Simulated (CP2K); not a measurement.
# MoS2 (R3m) in CP2K: reference runs

How does MoS2 come out in PBEsol? The cell is run as given, then over a range of volumes.

All numbers are computed with CP2K 2026.2; they aren't measurements. Logs are shortened: lines on timing, memory, paths and dates and some standing lists are left out, and cuts for length are marked.

### Step 1. Starting point

The structure is trigonal, space group R3m (No. 160). The conventional cell has a = 3.160 Å, b = 3.160 Å, c = 18.450 Å, α = 90.00°, β = 90.00°, γ = 120.00°. Around Mo (site symmetry 3m) lie 6 S at 2.39 Å. S (site symmetry 3m) is surrounded by 3 Mo at 2.39 Å. S (site symmetry 3m) has 3 Mo at 2.39 Å as nearest neighbours.

Measurements of this composition are mostly on another form, of space group No. 194.

### Step 2. Single point, PBEsol

mos2_scf.inp reads:

```
&GLOBAL
  PROJECT mos2_scf
  RUN_TYPE ENERGY_FORCE
  PRINT_LEVEL LOW
&END GLOBAL
&FORCE_EVAL
  METHOD QS
  STRESS_TENSOR ANALYTICAL
  &DFT
    BASIS_SET_FILE_NAME BASIS_MOLOPT_UZH
    POTENTIAL_FILE_NAME POTENTIAL_UZH
    &MGRID
      CUTOFF 450
      REL_CUTOFF 60
      NGRIDS 5
    &END MGRID
    &QS
      METHOD GPW
      EPS_DEFAULT 1.0E-10
    &END QS
    &KPOINTS
      SCHEME MONKHORST-PACK 10 10 10
      GAMMA_CENTERED T
      SYMMETRY T
      SYMMETRY_BACKEND SPGLIB
    &END KPOINTS
    &SCF
      SCF_GUESS ATOMIC
      EPS_SCF 1.0E-6
      MAX_SCF 100
      ADDED_MOS 15
      CHOLESKY OFF
      EPS_EIGVAL 1.0E-7
      &DIAGONALIZATION ON
        ALGORITHM STANDARD
      &END DIAGONALIZATION
      &MIXING ON
        METHOD BROYDEN_MIXING
        ALPHA 0.4
        BETA 1.5
        NBUFFER 8
      &END MIXING
      &SMEAR ON
        METHOD FERMI_DIRAC
        ELECTRONIC_TEMPERATURE 580.23
      &END SMEAR
    &END SCF
    &XC
      &XC_FUNCTIONAL
        &GGA_X_PBE_SOL
        &END GGA_X_PBE_SOL
        &GGA_C_PBE_SOL
        &END GGA_C_PBE_SOL
      &END XC_FUNCTIONAL
    &END XC
    &PRINT
      &KPOINTS ON
      &END KPOINTS
      &MULLIKEN ON
      &END MULLIKEN
      &MO ON
        ENERGIES T
        OCCUPATION_NUMBERS T
        &EACH
          QS_SCF 0
        &END EACH
        ADD_LAST NUMERIC
      &END MO
      &LOWDIN ON
      &END LOWDIN
      &HIRSHFELD ON
        SHAPE_FUNCTION DENSITY
      &END HIRSHFELD
      &E_DENSITY_CUBE ON
        STRIDE 1
      &END E_DENSITY_CUBE
      &V_HARTREE_CUBE ON
        STRIDE 1
      &END V_HARTREE_CUBE
      &ELF_CUBE ON
        STRIDE 1
      &END ELF_CUBE
    &END PRINT
  &END DFT
  &SUBSYS
    &CELL
      A 6.4149071181 0.0000000000 0.0000000000
      B 5.6365949916 3.0626508508 0.0000000000
      C 5.6365949916 1.4324291105 2.7070236565
      PERIODIC XYZ
    &END CELL
    &COORD
      Mo  0.0000000000 0.0000000000 0.0000000000
      S   7.3759364912 1.8744483439 1.1288288648
      S   4.4220242753 1.1237699903 0.6767559141
    &END COORD
    &KIND Mo
      BASIS_SET TZVP-MOLOPT-PBE-GTH-q14
      POTENTIAL GTH-PBE-q14
    &END KIND
    &KIND S
      BASIS_SET TZVP-MOLOPT-PBE-GTH-q6
      POTENTIAL GTH-PBE-q6
    &END KIND
    &PRINT
      &ATOMIC_COORDINATES ON
      &END ATOMIC_COORDINATES
      &CELL ON
      &END CELL
      &SYMMETRY ON
      &END SYMMETRY
    &END PRINT
  &END SUBSYS
  &PRINT
    &FORCES ON
    &END FORCES
    &STRESS_TENSOR ON
    &END STRESS_TENSOR
  &END PRINT
&END FORCE_EVAL
```

Potentials or basis: POTENTIAL_UZH Mo GTH-PBE-q14, S GTH-PBE-q6; TZVP-MOLOPT-PBE-GTH basis.

On the command line:

```sh
OMP_NUM_THREADS=1 cp2k.psmp -i mos2_scf.inp -o mos2_scf.out
```

mos2_scf.out:

```text

 CP2K| version string:                                       CP2K version 2026.2
 CP2K| Input file name                                              mos2_scf.inp

 GLOBAL| Force Environment number                                              1
 GLOBAL| Basis set file name                                    BASIS_MOLOPT_UZH
 GLOBAL| Potential file name                                       POTENTIAL_UZH
 GLOBAL| MM Potential file name                                     MM_POTENTIAL
 GLOBAL| Coordinate file name                                      __STD_INPUT__
 GLOBAL| Method name                                                        CP2K
 GLOBAL| Project name                                                   mos2_scf
 GLOBAL| Run type                                                   ENERGY_FORCE
 GLOBAL| FFT library                                                       FFTW3
[... 6 lines left out ...]
 GLOBAL| Total number of message passing processes                             1
 GLOBAL| Number of threads for this process                                    1
 GLOBAL| CPU model name                                 Intel(R) Xeon(R) 6975P-C

 CELL| Volume [angstrom^3]:                                            53.183867
 CELL| Vector a [angstrom]:       6.415     0.000     0.000   |a| =     6.414907
 CELL| Vector b [angstrom]:       5.637     3.063     0.000   |b| =     6.414907
 CELL| Vector c [angstrom]:       5.637     1.432     2.707   |c| =     6.414907
 CELL| Angle (b,c), alpha [degree]:                                    28.517500
 CELL| Angle (a,c), beta  [degree]:                                    28.517500
 CELL| Angle (a,b), gamma [degree]:                                    28.517500
 CELL| Numerically orthorhombic:                                              NO
 CELL| Periodicity                                                           XYZ

 CELL_REF| Volume [angstrom^3]:                                        53.183867
 CELL_REF| Vector a [angstrom     6.415     0.000     0.000   |a| =     6.414907
 CELL_REF| Vector b [angstrom     5.637     3.063     0.000   |b| =     6.414907
 CELL_REF| Vector c [angstrom     5.637     1.432     2.707   |c| =     6.414907
 CELL_REF| Angle (b,c), alpha [degree]:                                28.517500
 CELL_REF| Angle (a,c), beta  [degree]:                                28.517500
 CELL_REF| Angle (a,b), gamma [degree]:                                28.517500
 CELL_REF| Numerically orthorhombic:                                          NO
 CELL_REF| Periodicity                                                       XYZ
[... 9 lines left out ...]
 TOTAL NUMBERS AND MAXIMUM NUMBERS

  Total number of            - Atomic kinds:                                   2
                             - Atoms:                                          3
                             - Shell sets:                                     3
                             - Shells:                                        25
                             - Primitive Cartesian functions:                 14
                             - Cartesian basis functions:                     77
                             - Spherical basis functions:                     69

  Maximum angular momentum of- Orbital basis functions:                        3
                             - Local part of the GTH pseudopotential:          2
                             - Non-local part of the GTH pseudopotential:      4

 MODULE QUICKSTEP: ATOMIC COORDINATES IN ANGSTROM

   Atom Kind Element         X             Y             Z       Z(eff)     Mass
      1    1 Mo   42      0.000000      0.000000      0.000000  14.0000  95.9600
      2    2 S    16      7.375936      1.874448      1.128829   6.0000  32.0650
      3    2 S    16      4.422024      1.123770      0.676756   6.0000  32.0650

 Crystal Symmetry Information
       International Symbol:                                                 R3m
       Point Group Symbol:                                                    3m
       Schoenflies Symbol:                                                 C3v^5
       Number of Symmetry Operations:                                          6

 SCF PARAMETERS         Density guess:                                    ATOMIC
                        --------------------------------------------------------
                        max_scf:                                             100
[... 7 lines left out ...]
                        --------------------------------------------------------
                        level_shift [a.u.]:                             0.000000
                        added MOs                                        15    0
                        --------------------------------------------------------
                        Mixing method:                            BROYDEN_MIXING
                                                charge density mixing in g-space
                        --------------------------------------------------------
[... 62 lines left out ...]

 Extrapolation method: initial_guess

 Number of electrons:                                                         26
 Number of occupied orbitals:                                                 13
 Number of molecular orbitals:                                                28

 Number of orbital functions:                                                 69
 Number of independent orbital functions:                                     69

 SCF WAVEFUNCTION OPTIMIZATION

  Step     Update method      Time    Convergence         Total energy    Change
  ------------------------------------------------------------------------------
     1 NoMix/Diag. 0.40E+00    5.4     0.88894316       -88.6635550419 -8.87E+01
     2 Broy./Diag. 0.40E+00    5.8     0.11949271       -89.9320969551 -1.27E+00
     3 Broy./Diag. 0.40E+00    5.8     0.10070915       -88.9276481268  1.00E+00
     4 Broy./Diag. 0.40E+00    5.8     0.03548227       -88.2553081965  6.72E-01
     5 Broy./Diag. 0.40E+00    5.9     0.02666951       -88.3421257643 -8.68E-02
     6 Broy./Diag. 0.40E+00    5.8     0.00753679       -88.1612421403  1.81E-01
     7 Broy./Diag. 0.40E+00    5.8     0.00300371       -88.2008865410 -3.96E-02
     8 Broy./Diag. 0.40E+00    5.7     0.00207965       -88.2003937977  4.93E-04
     9 Broy./Diag. 0.40E+00    5.8     0.00036632       -88.2185640599 -1.82E-02
    10 Broy./Diag. 0.40E+00    5.7     0.00025403       -88.2180754731  4.89E-04
    11 Broy./Diag. 0.40E+00    5.9     0.00011645       -88.2187922926 -7.17E-04
    12 Broy./Diag. 0.40E+00    5.8     0.00004772       -88.2176214162  1.17E-03
    13 Broy./Diag. 0.40E+00    5.7     0.00001375       -88.2175554662  6.60E-05
    14 Broy./Diag. 0.40E+00    5.8     0.00000445       -88.2175586712 -3.21E-06
    15 Broy./Diag. 0.40E+00    6.0     0.00000044       -88.2175591126 -4.41E-07

  *** SCF run converged in    15 steps ***

  Electronic density on regular grids:        -25.9999999997        0.0000000003
  Core density on regular grids:               25.9999999980       -0.0000000020
  Total charge density on r-space grids:       -0.0000000017
  Total charge density g-space grids:          -0.0000000017

  Overlap energy of the core charge distribution:               0.00000000000818
  Self energy of the core charge distribution:               -176.12885582154041
  Core Hamiltonian energy:                                     39.69259504889046
  Hartree energy:                                              60.51055002908970
  Exchange-correlation energy:                                -12.29184832184495
  Electronic entropic energy:                                  -0.00000004723851
  Fermi energy:                                                 0.34626759216762

  Total energy:                                               -88.21755911263539
  Total energy (extrapolated to T->0):                        -88.21755908901613

 MO| EIGENVALUES AND OCCUPATION NUMBERS FOR K POINT 1
 MO|
 MO|  Index      Eigenvalue [a.u.]        Eigenvalue [eV]             Occupation
 MO|      1              -1.924363             -52.364590               2.000000
 MO|      2              -0.979972             -26.666403               2.000000
 MO|      3              -0.970717             -26.414561               2.000000
 MO|      4              -0.970717             -26.414561               2.000000
 MO|      5              -0.218886              -5.956185               2.000000
 MO|      6              -0.175655              -4.779823               2.000000
[... 467 lines left out ...]
 MO|     27               0.926761              25.218458               0.000000
 MO|     28               0.951276              25.885546               0.000000
 MO| Sum:                                                              26.000000
 MO| E(Fermi):            0.346268 a.u.          9.422420 eV
 MO| Band gap:            0.108592 a.u.          2.954942 eV

 [... the levels of further k-points ...]

 The electron density is written in Cube    file format to the file:

 mos2_scf-ELECTRON_DENSITY-1_0.cube

 !-----------------------------------------------------------------------------!
                     Mulliken Population Analysis

 #  Atom  Element  Kind  Atomic population                           Net charge
       1     Mo       1         14.416001                             -0.416001
       2     S        2          5.789735                              0.210265
       3     S        2          5.794264                              0.205736
 # Total charge                             26.000000                 -0.000000

 !-----------------------------------------------------------------------------!

 !-----------------------------------------------------------------------------!
                           Hirshfeld Charges

  #Atom  Element  Kind  Ref Charge     Population                    Net charge
      1       Mo     1      14.000         13.781                         0.219
      2       S      2       6.000          6.109                        -0.109
      3       S      2       6.000          6.110                        -0.110

  Total Charge                                                            0.000
 !-----------------------------------------------------------------------------!

 LOWDIN POPULATION ANALYSIS

 #  Atom  Element  Kind  Atomic population                           Net charge
       1     Mo       1         15.810637                             -1.810637
       2     S        2          5.097436                              0.902564
       3     S        2          5.091926                              0.908074
 # Total charge                             26.000000                 -0.000000

               ----- ELF is computed on the real space grid -----

 ELF is written in Cube    file format to the file:

 mos2_scf-ELF_S1-1_0.cube

 ENERGY| Total FORCE_EVAL ( QS ) energy [hartree]            -88.217563957257923

 FORCES| Atomic forces [hartree/bohr]
 FORCES|   Atom     x               y               z               |f|
 FORCES|      1  1.67052765E-03  4.24550348E-04  2.55666264E-04   1.74248985E-03
 FORCES|      2  8.70336044E-03  2.21147596E-03  1.33185018E-03   9.07815696E-03
 FORCES|      3 -1.03737569E-02 -2.63599294E-03 -1.58749628E-03   1.08205100E-02
 FORCES| Sum     1.31174350E-07  3.33680147E-08  2.01707414E-08
 FORCES| Total atomic force                                       1.36846605E-07

 STRESS| Analytical stress tensor [bar]
 STRESS|                        x                   y                   z
 STRESS|      x        4.66767944098E+04   8.00847624557E+03   4.82286278668E+03
 STRESS|      y        8.00847624557E+03   1.72033883350E+04   1.22639043513E+03
 STRESS|      z        4.82286278668E+03   1.22639043513E+03   1.59051690222E+04
 STRESS| 1/3 Trace                                             2.65951172557E+04
 STRESS| Determinant                                           1.13761274319E+13

 STRESS| Eigenvectors and eigenvalues of the analytical stress tensor [bar]
 STRESS|                        1                   2                   3
 STRESS| Eigenvalues   1.51666861889E+04   1.51681655422E+04   4.94505000359E+04
 STRESS|      x          -0.026668913806     -0.283189797551      0.958693020523
 STRESS|      y          -0.436616258261      0.866020496180      0.243669331715
 STRESS|      z           0.899252474035      0.412082563037      0.146741095751
```

Run time: 1.8 min. Hardware: 1 thread of Intel Xeon 6975P-C (Granite Rapids), shared host; peak memory 0.66 GiB.

Results:

| Property | Result |
| --- | --- |
| Free energy | -2400.5220 eV |
| Pressure | 2.7 GPa |
| Largest force | 0.556 eV/Å |
| Band gap on the k mesh | 0.91 eV, indirect (least direct gap 1.99 eV) |
| Mulliken charges | Mo -0.42; S +0.21 e |
| Hirshfeld charges | Mo +0.22; S -0.11 e |

Forces in eV/Å, atoms in the order of the input:
```
Mo   0.086  0.022  0.013
S    0.448  0.114  0.068
S   -0.533 -0.136 -0.082
```

Stress tensor (GPa, compression positive):
```
4.67 0.80 0.48
0.80 1.72 0.12
0.48 0.12 1.59
```

Caveat: Mulliken charges move with the basis; the potentials were made for another functional, which shifts forces and pressure; the basis of atomic orbitals isn't converged, which shifts pressures, moduli and gaps. A k mesh can miss the band edges.

### Step 3. Single point, PBEsol, 17.73 Å³/atom

mos2_eos.inp reads:

```
&GLOBAL
  PROJECT mos2_eos
  RUN_TYPE ENERGY_FORCE
  PRINT_LEVEL LOW
&END GLOBAL
&FORCE_EVAL
  METHOD QS
  STRESS_TENSOR ANALYTICAL
  &DFT
    BASIS_SET_FILE_NAME BASIS_MOLOPT_UZH
    POTENTIAL_FILE_NAME POTENTIAL_UZH
    &MGRID
      CUTOFF 450
      REL_CUTOFF 60
      NGRIDS 4
    &END MGRID
    &QS
      METHOD GPW
      EPS_DEFAULT 1.0E-10
    &END QS
    &KPOINTS
      SCHEME MONKHORST-PACK 10 10 10
      GAMMA_CENTERED T
      SYMMETRY T
      SYMMETRY_BACKEND SPGLIB
    &END KPOINTS
    &SCF
      SCF_GUESS ATOMIC
      EPS_SCF 1.0E-6
      MAX_SCF 100
      ADDED_MOS 15
      CHOLESKY OFF
      EPS_EIGVAL 1.0E-7
      &DIAGONALIZATION ON
        ALGORITHM STANDARD
      &END DIAGONALIZATION
      &MIXING ON
        METHOD BROYDEN_MIXING
        ALPHA 0.4
        BETA 1.5
        NBUFFER 8
      &END MIXING
      &SMEAR ON
        METHOD FERMI_DIRAC
        ELECTRONIC_TEMPERATURE [K] 580.226
      &END SMEAR
    &END SCF
    &XC
      &XC_FUNCTIONAL
        &GGA_X_PBE_SOL
        &END GGA_X_PBE_SOL
        &GGA_C_PBE_SOL
        &END GGA_C_PBE_SOL
      &END XC_FUNCTIONAL
    &END XC
    &PRINT
      &KPOINTS ON
      &END KPOINTS
      &MULLIKEN ON
      &END MULLIKEN
      &MO ON
        ENERGIES T
        OCCUPATION_NUMBERS T
        &EACH
          QS_SCF 0
        &END EACH
        ADD_LAST NUMERIC
      &END MO
    &END PRINT
  &END DFT
  &SUBSYS
    &CELL
      A 6.4149071181 0.0000000000 0.0000000000
      B 5.6365949916 3.0626508508 0.0000000000
      C 5.6365949916 1.4324291105 2.7070236565
      PERIODIC XYZ
    &END CELL
    &COORD
      SCALED
      Mo  0.0000000000 0.0000000000 0.0000000000
      S   0.4170000000 0.4170000000 0.4170000000
      S   0.2500000000 0.2500000000 0.2500000000
    &END COORD
    &KIND Mo
      BASIS_SET TZVP-MOLOPT-PBE-GTH-q14
      POTENTIAL GTH-PBE-q14
    &END KIND
    &KIND S
      BASIS_SET TZVP-MOLOPT-PBE-GTH-q6
      POTENTIAL GTH-PBE-q6
    &END KIND
    &PRINT
      &ATOMIC_COORDINATES ON
      &END ATOMIC_COORDINATES
      &CELL ON
      &END CELL
    &END PRINT
  &END SUBSYS
  &PRINT
    &FORCES ON
    &END FORCES
    &STRESS_TENSOR ON
    &END STRESS_TENSOR
  &END PRINT
&END FORCE_EVAL
```

Potentials or basis: POTENTIAL_UZH Mo GTH-PBE-q14, S GTH-PBE-q6; TZVP-MOLOPT-PBE-GTH basis.

On the command line:

```sh
OMP_NUM_THREADS=1 cp2k.psmp -i mos2_eos.inp -o mos2_eos.out
```

Run time: 1.7 min. Hardware: 1 thread of Intel Xeon 6975P-C (Granite Rapids), shared host; peak memory 0.65 GiB.

It converged, with:

```
Free energy            : -2400.5220 eV
Pressure               : 2.7 GPa
Largest force          : 0.556 eV/Å
Band gap on the k mesh : 0.91 eV, indirect (least direct gap 1.99 eV)
Mulliken charges       : Mo -0.42; S +0.21 e
```

Caveat: Mulliken charges move with the basis; the potentials were made for another functional, which shifts forces and pressure; the basis of atomic orbitals isn't converged, which shifts pressures, moduli and gaps.

### Step 4. Single point, PBEsol, 17.37 Å³/atom (volume scaled by 0.98)

Edit mos2_eos.inp of step 3 so:

```diff
@@ -11,2 +11,3 @@
     POTENTIAL_FILE_NAME POTENTIAL_UZH
+    WFN_RESTART_FILE_NAME previous-RESTART.kp
     &MGRID
@@ -27,3 +28,3 @@
     &SCF
-      SCF_GUESS ATOMIC
+      SCF_GUESS RESTART
       EPS_SCF 1.0E-6
@@ -72,5 +73,5 @@
     &CELL
-      A 6.4149071181 0.0000000000 0.0000000000
-      B 5.6365949916 3.0626508508 0.0000000000
-      C 5.6365949916 1.4324291105 2.7070236565
+      A 6.3718527529 0.0000000000 0.0000000000
+      B 5.5987643552 3.0420955278 0.0000000000
+      C 5.5987643552 1.4228152026 2.6888551651
       PERIODIC XYZ
```

On the command line:

```sh
OMP_NUM_THREADS=1 cp2k.psmp -i mos2_eos.inp -o mos2_eos.out
```

Run time: 74 s. Hardware: 1 thread of Intel Xeon 6975P-C (Granite Rapids), shared host; peak memory 0.65 GiB.

The run converged. Its results:

* Free energy: -2400.4930 eV
* Pressure: 6.1 GPa
* Largest force: 0.928 eV/Å
* Band gap on the k mesh: 0.89 eV, indirect (least direct gap 2.05 eV)
* Mulliken charges: Mo -0.44; S +0.22 e

Caveat: Mulliken charges move with the basis; the potentials were made for another functional, which shifts forces and pressure; the basis of atomic orbitals isn't converged, which shifts pressures, moduli and gaps.

[end of part 1 of 2]
